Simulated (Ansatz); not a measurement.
Results of HSE06-D3(BJ) (plane waves, PAW; Ansatz, a program for electronic structure) for wurtzite BeO.

Settings: plane-wave cutoff 460 eV, 12×12×6 k mesh (along the axes of the cell as run), Fermi–Dirac smearing 0.01 eV, scalar-relativistic PAW data made under PBE.

Computed at the level's own relaxed cell.

Question: Give the computed lattice constant a, c axis length, band gap and width of the whole s-p valence band.

Answer: 
- lattice constant a: 2.666 Å
- c axis length: 4.328 Å
- band gap: 9.89 eV (on the SCF k mesh) (direct)
- width of the whole s-p valence band: 20.59 eV

Measured, for comparison: band gap 11.29 eV (zero-point renormalisation of 699 meV (computed, non-adiabatic AHC, without the lattice-expansion part) added back here; inputs from Miglio et al. (2020), arXiv:2011.12765); lattice constant a 2.698 Å, lattice parameter c 4.377 Å (temperature not stated, no zero-point or thermal correction; as tabulated in Wikipedia's data pages). Computed (rounded) less measured: band gap -1.40 eV, lattice constant a -1.2 %, lattice parameter c -1.1 %. A static lattice is as a rule a little smaller and stiffer than an uncorrected measurement, which narrows the difference in the lattice constant a, lattice parameter c and would widen misses of the other sign.
